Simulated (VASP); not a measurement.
HfN: equation of state with r2SCAN

Crystal: HfN.

```
Hf N
1.0
     0.00000    2.25600    2.25600
     2.25600    0.00000    2.25600
     2.25600    2.25600    0.00000
Hf N
1 1
Direct
  0.00000 0.00000 0.00000
  0.50000 0.50000 0.50000
```

```yaml
Program: VASP 6.6.1
Task: equation of state
Functional: r2SCAN
Potentials_or_basis: VASP PAW PBE potentials, release 64 (Hf_pv, N)
Cutoff: 520 eV
k_mesh: 8 × 8 × 8
Occupations: fermi-dirac, width 0.05 eV
Spin: no spin polarisation
Ladder: gaps
Further_INCAR_settings: ALGO = Normal; EDIFF = 1e-06
```

```json
{"Equilibrium volume": "11.49 Å³/atom", "Bulk modulus": "289 GPa", "Pressure derivative of the bulk modulus": "4.2 (rough: it moves with the points fitted)"}
```

Energy against volume, from the lowest point:
```csv
volume (Å³/atom),energy (meV/atom)
11.023,18.80
11.252,4.77
11.482,0.00
11.712,3.57
11.941,14.66
```

All runs of the series together: 5.1 min on 1 thread of AMD EPYC 7R13 Processor (Zen 3), on a shared host.

Caveat: the PAW data sets were made with another functional, which shifts forces and pressure a little. Spin-orbit coupling is left out, which matters for the levels of Hf.
